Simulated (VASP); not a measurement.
# CdS (Greenockite) (P6_3mc) in VASP: further runs, part 2 of 2

VASP 6.6.1. The steps go on from the part before.

## (4) Band structure, LDA

File INCAR:

```
  PREC = Accurate
  ENCUT = 520
  EDIFF = 1E-6
  ISMEAR = 0
  SIGMA = 0.03
  LREAL = F
  LASPH = T
  NELM = 80
  ALGO = Fast
  ISIF = 2
  LWAVE = F
  LCHARG = F
  KPAR = 2
```

File KPOINTS:

```
Automatic mesh
0
Gamma
  9 9 4
```

File POSCAR:

```
CdS                                     
1.0
    4.1314640066      0.0000000000     -0.0000000000
   -2.0657320033      3.5779527845     -0.0000000000
   -0.0000000000      0.0000000000      6.7246200047
  Cd              S             
     2     2
Direct
     0.3333333332999970    0.6666666667000030    0.9993194298706768
     0.6666666667000030    0.3333333332999970    0.4993194298706768
     0.3333333332999970    0.6666666667000030    0.3756805701293232
     0.6666666667000030    0.3333333332999970    0.8756805701293232
```

KPOINTS_OPT is that of step 3.

Potentials or basis: VASP PAW LDA potentials, release 64 (Cd, S).

Launch:

```
> cat potpaw_LDA.64/Cd/POTCAR potpaw_LDA.64/S/POTCAR > POTCAR
> mpirun -np 2 vasp_std > vasp.out
```

OUTCAR:

```text
PREC = Accurate
   ENCUT = 520
   EDIFF = 1E-6
   ISMEAR = 0
   LREAL = F
   LASPH = T
   NELM = 80
   ISIF = 2

 ion  position               nearest neighbor table
   1  0.333  0.667  0.999-   4 2.53   4 2.53   4 2.53   3 2.53
   2  0.667  0.333  0.499-   3 2.53   3 2.53   3 2.53   4 2.53
   3  0.333  0.667  0.376-   2 2.53   2 2.53   2 2.53   1 2.53
   4  0.667  0.333  0.876-   1 2.53   1 2.53   1 2.53   2 2.53

  LATTYP: Found a hexagonal cell.
 ALAT       =     4.1314640066
 C/A-ratio  =     1.6276603146

  Lattice vectors:

 A1 = (   4.1314640066,   0.0000000000,   0.0000000000)
 A2 = (  -2.0657320033,   3.5779527845,   0.0000000000)
 A3 = (   0.0000000000,   0.0000000000,   6.7246200047)

Analysis of symmetry for initial positions (statically):
=====================================================================
 Subroutine PRICEL returns:
 Original cell was already a primitive cell.

 Routine SETGRP: Setting up the symmetry group for a
 hexagonal supercell.

 Subroutine GETGRP returns: Found 12 space group operations
 (whereof  6 operations were pure point group operations)
 out of a pool of 24 trial point group operations.

The static configuration has the point symmetry C_3v.
 The point group associated with its full space group is C_6v.

Analysis of symmetry for dynamics (positions and initial velocities):
=====================================================================
 Subroutine PRICEL returns:
 Original cell was already a primitive cell.

 Routine SETGRP: Setting up the symmetry group for a
 hexagonal supercell.

 Subroutine GETGRP returns: Found 12 space group operations
 (whereof  6 operations were pure point group operations)
 out of a pool of 24 trial point group operations.

The dynamic configuration has the point symmetry C_3v.
[... 122 lines left out ...]
   IMIX   =      4    mixing-type and parameters
     AMIX     =   0.40;   BMIX     =  1.00
     AMIX_MAG =   1.60;   BMIX_MAG =  1.00
  volume/ion in A,a.u.               =      24.85       167.70
  Fermi-wavevector in a.u.,A,eV,Ry     =   1.166918  2.205155 18.527011  1.361697
  Thomas-Fermi vector in A             =   2.303425
   LORBIT       =      0    0 simple, 1 ext, 2 COOP (PROOUT), +10 PAW based schemes
   GGA     = CA    functional components
   LHFCALC =     F    Hartree Fock is set to
   AEXX    =    0.0000 exact exchange contribution
   IVDW    =     0    specifies the selected vdW correction
   LEPSILON=     F    determine dielectric tensor
   LRPA    =     F    only Hartree local field effects (RPA)
 non-spin polarized calculation
 RMM-DIIS sequential band-by-band and
 Gauss-broadening in eV      SIGMA  =   0.03
  energy-cutoff  :      520.00
  volume of cell :       99.40
 maximum number of plane-waves:      2719
 NGX is ok and might be reduce to    32
   NGX = 15   NGY = 15   NGZ = 25

 number of electron      35.9999995 magnetization

 Free energy of the ion-electron system (eV)
  ---------------------------------------------------
  ext. energy  EPLUGINS =         0.00000000
  ---------------------------------------------------
  free energy    TOTEN  =       -14.79806729 eV

  energy without entropy =      -14.79806729  energy(sigma->0) =      -14.79806729

 E-fermi :   1.2356     XC(G=0):  -9.5722

 val. band max:        1.1108430341   @ k =   0.0000   0.0000   0.0000
 cond. band min:       2.0741015267   @ k =   0.0000   0.0000   0.0000
 fundamental gap:      0.9632584926
 Fermi energy:         1.2356491707

 k-point     1 :       0.0000    0.0000    0.0000
  band No.  band energies     occupation
      1     -11.2383      2.00000
      2     -10.7904      2.00000
      3      -6.6422      2.00000
      4      -6.6336      2.00000
      5      -6.6336      2.00000
      6      -6.5492      2.00000
[... 589 lines left out ...]
     21       5.9738      0.00000
     22       7.7027      0.00000

 [... further k-points ...]

------------------------ aborting loop because EDIFF is reached ----------------------------------------

  FORCE on cell =-STRESS in cart. coord.  units (eV):
  Direction    XX          YY          ZZ          XY          YZ          ZX
  --------------------------------------------------------------------------------------
  -------------------------------------------------------------------------------------
  Total       -1.2972052     -1.2972052     -1.2668086      0.0000000      0.0000000      0.0000000
  in kB      -20.9080213    -20.9080213    -20.4180974      0.0000000      0.0000000      0.0000000
  external PRESSURE =     -20.7447134 kB  Pullay stress =       0.0000000 kB

 VOLUME and BASIS-vectors are now :
 -----------------------------------------------------------------------------
  energy-cutoff  :      520.00
  volume of cell :       99.40
      direct lattice vectors                 reciprocal lattice vectors
     4.131464007  0.000000000  0.000000000     0.242044950  0.139744717  0.000000000
    -2.065732003  3.577952784  0.000000000     0.000000000  0.279489434  0.000000000
     0.000000000  0.000000000  6.724620005     0.000000000  0.000000000  0.148707287

 POSITION                                       TOTAL-FORCE (eV/Angst)
 -----------------------------------------------------------------------------------
     -0.00000      2.38530      6.72004        -0.000000      0.000000     -0.002420
      2.06573      1.19265      3.35773         0.000000     -0.000000     -0.002420
     -0.00000      2.38530      2.52631        -0.000000     -0.000000      0.002420
      2.06573      1.19265      5.88862         0.000000     -0.000000      0.002420
 -----------------------------------------------------------------------------------
    total drift:                               -0.000000     -0.000000     -0.001136

  FREE ENERGIE OF THE ION-ELECTRON SYSTEM (eV)
  ---------------------------------------------------
  free  energy   TOTEN  =       -14.7980672861 eV

  energy  without entropy=      -14.7980672861  energy(sigma->0) =      -14.79806729
```

stdout:

```text
POSCAR found type information on POSCAR CdS
 POSCAR found :  2 types and       4 ions
 scaLAPACK will be used
 LDA part: xc-table for (Slater(with rela. corr.)+CA(PZ))
 , standard interpolation
 POSCAR, INCAR and KPOINTS ok, starting setup
 FFT: planning ... GRIDC
 FFT: planning ... GRID_SOFT
 FFT: planning ... GRID
 WAVECAR not read
 entering main loop
 Start KPOINTS_OPT (optional k-point list driver)
k-point batch [1-36\213]
k-point batch [37-72\213]
k-point batch [73-108\213]
k-point batch [109-144\213]
k-point batch [145-180\213]
k-point batch [181-213\213]
```

It took 2.9 min on 2 MPI ranks of Intel Xeon Platinum 8259CL at 2.50GHz (Skylake/Cascade Lake), shared host; peak memory 0.25 GiB.

Results:

```yaml
Free_energy: -14.7981 eV
Pressure: -2.1 GPa
Band_gap_on_the_k_mesh: 0.96 eV, direct
Band_gap_along_the_path: 0.96 eV, direct
```

Forces in eV/Å, atoms in the order of the input:
```
Cd   0.000  0.000 -0.002
Cd   0.000  0.000 -0.002
S    0.000  0.000  0.002
S    0.000  0.000  0.002
```

Levels at the corners of the path, in eV from the valence-band top:
```tsv
point	band 15	band 16	band 17	band 18	band 19	band 20	band 21	band 22
Γ	-0.78	-0.05	0.00	0.00	0.96	2.57	6.29	6.29
M	-2.73	-1.92	-1.35	-0.78	3.53	3.67	4.89	6.21
M	-2.73	-1.92	-1.35	-0.78	3.53	3.67	4.89	6.21
K	-3.20	-1.91	-1.91	-1.70	4.41	4.98	4.98	6.93
K	-3.20	-1.91	-1.91	-1.70	4.41	4.98	4.98	6.93
Γ	-0.78	-0.05	0.00	0.00	0.96	2.57	6.29	6.29
Γ	-0.78	-0.05	0.00	0.00	0.96	2.57	6.29	6.29
A	-0.40	-0.40	-0.40	-0.40	2.65	2.65	5.98	5.98
A	-0.40	-0.40	-0.40	-0.40	2.65	2.65	5.98	5.98
L	-1.38	-1.38	-1.37	-1.37	3.25	3.25	5.20	5.20
L	-1.38	-1.38	-1.37	-1.37	3.25	3.25	5.20	5.20
H	-2.51	-2.51	-1.15	-1.15	4.20	4.20	5.88	5.88
H	-2.51	-2.51	-1.15	-1.15	4.20	4.20	5.88	5.88
A	-0.40	-0.40	-0.40	-0.40	2.65	2.65	5.98	5.98
L	-1.38	-1.38	-1.37	-1.37	3.25	3.25	5.20	5.20
M	-2.73	-1.92	-1.35	-0.78	3.53	3.67	4.89	6.21
K	-3.20	-1.91	-1.91	-1.70	4.41	4.98	4.98	6.93
H	-2.51	-2.51	-1.15	-1.15	4.20	4.20	5.88	5.88
```

## (5) Band structure, r2SCAN

INCAR: that of step 4 with these lines changed.

```diff
@@ -8,3 +8,3 @@
   NELM = 80
-  ALGO = Fast
+  ALGO = Normal
   ISIF = 2
@@ -12,2 +12,4 @@
   LCHARG = F
+  METAGGA = R2SCAN
+  LMIXTAU = T
   KPAR = 2
```

KPOINTS is that of step 4.

POSCAR is that of step 4.

KPOINTS_OPT is that of step 4.

Potentials or basis: VASP PAW PBE potentials, release 64 (Cd, S).

Launch:

```
> cat potpaw_PBE.64/Cd/POTCAR potpaw_PBE.64/S/POTCAR > POTCAR
> mpirun -np 2 vasp_std > vasp.out
```

It took 9.8 min on 2 MPI ranks of Intel Xeon Platinum 8259CL at 2.50GHz (Skylake/Cascade Lake), shared host; peak memory 0.28 GiB.

Results (log left out):

| Item | Value |
| --- | --- |
| Free energy | -59.3684 eV |
| Pressure | 1.7 GPa |
| Largest force | 0.004 eV/Å |
| Band gap on the k mesh | 1.68 eV, direct |
| Band gap along the path | 1.68 eV, direct |

Forces on the atoms (eV/Å):
```
Cd   0.000  0.000 -0.004
Cd   0.000  0.000 -0.004
S    0.000  0.000  0.004
S    0.000  0.000  0.004
```

Levels at the corners of the path, in eV from the valence-band top:
| point | band 14 | band 15 | band 16 | band 17 | band 18 | band 19 | band 20 | band 21 | band 22 |
| --- | --- | --- | --- | --- | --- | --- | --- | --- | --- |
| Γ | -0.77 | -0.77 | -0.05 | 0.00 | 0.00 | 1.68 | 3.26 | 6.99 | 6.99 |
| M | -3.55 | -2.71 | -1.93 | -1.33 | -0.77 | 4.20 | 4.25 | 5.41 | 6.91 |
| M | -3.55 | -2.71 | -1.93 | -1.33 | -0.77 | 4.20 | 4.25 | 5.41 | 6.91 |
| K | -3.70 | -3.19 | -1.89 | -1.89 | -1.69 | 4.90 | 5.64 | 5.64 | 7.50 |
| K | -3.70 | -3.19 | -1.89 | -1.89 | -1.69 | 4.90 | 5.64 | 5.64 | 7.50 |
| Γ | -0.77 | -0.77 | -0.05 | 0.00 | 0.00 | 1.68 | 3.26 | 6.99 | 6.99 |
| Γ | -0.77 | -0.77 | -0.05 | 0.00 | 0.00 | 1.68 | 3.26 | 6.99 | 6.99 |
| A | -2.47 | -0.40 | -0.40 | -0.40 | -0.40 | 3.32 | 3.32 | 6.64 | 6.64 |
| A | -2.47 | -0.40 | -0.40 | -0.40 | -0.40 | 3.32 | 3.32 | 6.64 | 6.64 |
| L | -4.19 | -1.38 | -1.38 | -1.36 | -1.36 | 3.88 | 3.88 | 5.80 | 5.80 |
| L | -4.19 | -1.38 | -1.38 | -1.36 | -1.36 | 3.88 | 3.88 | 5.80 | 5.80 |
| H | -4.05 | -2.50 | -2.50 | -1.15 | -1.15 | 4.88 | 4.88 | 6.41 | 6.41 |
| H | -4.05 | -2.50 | -2.50 | -1.15 | -1.15 | 4.88 | 4.88 | 6.41 | 6.41 |
| A | -2.47 | -0.40 | -0.40 | -0.40 | -0.40 | 3.32 | 3.32 | 6.64 | 6.64 |
| L | -4.19 | -1.38 | -1.38 | -1.36 | -1.36 | 3.88 | 3.88 | 5.80 | 5.80 |
| M | -3.55 | -2.71 | -1.93 | -1.33 | -0.77 | 4.20 | 4.25 | 5.41 | 6.91 |
| K | -3.70 | -3.19 | -1.89 | -1.89 | -1.69 | 4.90 | 5.64 | 5.64 | 7.50 |
| H | -4.05 | -2.50 | -2.50 | -1.15 | -1.15 | 4.88 | 4.88 | 6.41 | 6.41 |

Caveat: the PAW data sets were made with another functional, which shifts forces and pressure a little.

## (6) Band structure, PBE, spin-orbit coupling, no magnetisation

File INCAR:

```
  PREC = Accurate
  ENCUT = 520
  EDIFF = 1E-6
  ISMEAR = 0
  SIGMA = 0.03
  LREAL = F
  LASPH = T
  NELM = 80
  ALGO = Fast
  ISIF = 2
  LWAVE = F
  LCHARG = F
  MAGMOM = 0 0 0 0 0 0 0 0 0 0 0 0
  LORBIT = 11
  LSORBIT = T
  GGA_COMPAT = F
  GGA = PE
  KPAR = 2
```

File KPOINTS:

```
Automatic mesh
0
Gamma
  6 6 3
```

POSCAR is that of step 5.

KPOINTS_OPT is that of step 5.

Potentials or basis: VASP PAW PBE potentials, release 64 (Cd, S).

Launch:

```
> cat potpaw_PBE.64/Cd/POTCAR potpaw_PBE.64/S/POTCAR > POTCAR
> mpirun -np 2 vasp_ncl > vasp.out
```

OUTCAR:

```text
PREC = Accurate
   ENCUT = 520
   EDIFF = 1E-6
   ISMEAR = 0
   LREAL = F
   LASPH = T
   NELM = 80
   ISIF = 2
   LORBIT = 11
   LSORBIT = T
   GGA = PE

 ion  position               nearest neighbor table
   1  0.333  0.667  0.999-   4 2.53   4 2.53   4 2.53   3 2.53
   2  0.667  0.333  0.499-   3 2.53   3 2.53   3 2.53   4 2.53
   3  0.333  0.667  0.376-   2 2.53   2 2.53   2 2.53   1 2.53
   4  0.667  0.333  0.876-   1 2.53   1 2.53   1 2.53   2 2.53

  LATTYP: Found a hexagonal cell.
 ALAT       =     4.1314640066
 C/A-ratio  =     1.6276603146

  Lattice vectors:

 A1 = (   4.1314640066,   0.0000000000,   0.0000000000)
 A2 = (  -2.0657320033,   3.5779527845,   0.0000000000)
 A3 = (   0.0000000000,   0.0000000000,   6.7246200047)

[... 1304 lines left out ...]
     0.0000000     0.0000000     0.0000000     0.0000000     0.0000000     0.0000000     0.0000000
     0.0000000     0.0000000     0.0000000     0.0000000     0.0000000     0.0000000     0.0000000
     0.0000000     0.0000000     0.0000000     0.0000000     0.0000000     0.0000000     0.0000000

 total charge

# of ion       s       p       d       tot
------------------------------------------
    1        0.424   0.326   9.565  10.316
    2        0.424   0.326   9.565  10.316
    3        1.323   2.405   0.000   3.727
    4        1.323   2.405   0.000   3.727
--------------------------------------------------
tot          3.494   5.462  19.131  28.087

 magnetization (x)

# of ion       s       p       d       tot
------------------------------------------
    1        0.000   0.000   0.000   0.000
    2       -0.000  -0.000   0.000  -0.000
    3        0.000   0.000   0.000   0.000
    4        0.000   0.000   0.000   0.000
--------------------------------------------------
tot          0.000   0.000   0.000   0.000

 magnetization (y)

# of ion       s       p       d       tot
------------------------------------------
    1        0.000   0.000   0.000   0.000
    2       -0.000   0.000   0.000  -0.000
    3        0.000  -0.000   0.000  -0.000
    4       -0.000   0.000   0.000   0.000
--------------------------------------------------
tot         -0.000   0.000   0.000  -0.000

 magnetization (z)

# of ion       s       p       d       tot
------------------------------------------
    1        0.000   0.000   0.000   0.000
    2        0.000   0.000   0.000   0.000
    3        0.000   0.000   0.000   0.000
    4       -0.000   0.000   0.000   0.000
--------------------------------------------------
tot          0.000   0.000   0.000   0.000
```

It took 12 min on 2 MPI ranks of Intel Xeon Platinum 8259CL at 2.50GHz (Skylake/Cascade Lake), shared host; peak memory 0.52 GiB.

What came out:

```
Free energy                                           : -12.3053 eV
Pressure                                              : 3.1 GPa
Valence electrons inside the program's atomic spheres : Cd 10.32; S 3.73
```

## (7) Summary

```tsv
task	level	potentials or basis	spin	k mesh	cutoff (eV)	monkhorst-Pack mesh	further INCAR settings	gap on the mesh (eV)	pressure (GPa)
dielectric tensor	PBEsol	VASP PAW PBE potentials, release 64 (Cd, S)	off	12 × 12 × 7	600	no	ALGO = Fast; EDIFF = 1e-08	1.08	-
band structure	PBE	VASP PAW PBE potentials, release 64 (Cd, S)	off	9 × 9 × 4	520	-	ALGO = Fast; EDIFF = 1e-06	1.22	3.1
band structure	LDA	VASP PAW LDA potentials, release 64 (Cd, S)	off	9 × 9 × 4	520	-	ALGO = Fast; EDIFF = 1e-06	0.96	-2.1
band structure	r2SCAN	VASP PAW PBE potentials, release 64 (Cd, S)	off	9 × 9 × 4	520	-	ALGO = Normal; EDIFF = 1e-06	1.68	1.7
band structure	PBE	VASP PAW PBE potentials, release 64 (Cd, S)	SOC, no magnetisation	6 × 6 × 3	520	-	ALGO = Fast; EDIFF = 1e-06	-	3.1
```

Alike in all rows: cell as given; smearing gaussian 0.03 eV.

Caveats: the PAW data sets were made with another functional, which shifts forces and pressure a little (some runs); an odd mesh through Γ misses points on the zone boundary, where band edges often lie (some runs).

Total energies depend on the potentials used, so only differences within one code and one set of settings carry meaning.

## (8) How close it comes

Step 2. The gap isn't set beside the deposited one, since this odd mesh misses points on the zone boundary.

Step 3. Measured gap of CdS: 2.5809 eV (quoted in “Isotope dependence of band-gap energy”, 2008, arxiv:0807.2152). This calculation gives 1.22 eV (-1.36 eV). So large a miss can be the level of theory's own, or it may mean another phase, state or a wrong row. Spin-orbit coupling on Cd is left out. The value is that of PBE, without temperature or zero-point motion. Semilocal functionals fall short of measured gaps as a rule.

Step 4. A measured gap of CdS is 2.5809 eV (quoted in “Isotope dependence of band-gap energy”, 2008, arxiv:0807.2152); the calculated 0.96 eV misses it by -1.62 eV. So large a miss can be the level of theory's own, or it may mean another phase, state or a wrong row. Spin-orbit coupling on Cd is left out. The value is that of LDA, without temperature or zero-point motion. Semilocal functionals fall short of measured gaps as a rule.

Step 5. A measured gap of CdS is 2.5809 eV (quoted in “Isotope dependence of band-gap energy”, 2008, arxiv:0807.2152); the calculated 1.68 eV misses it by -0.90 eV. Spin-orbit coupling on Cd is left out. The value is that of r2SCAN, without temperature or zero-point motion.
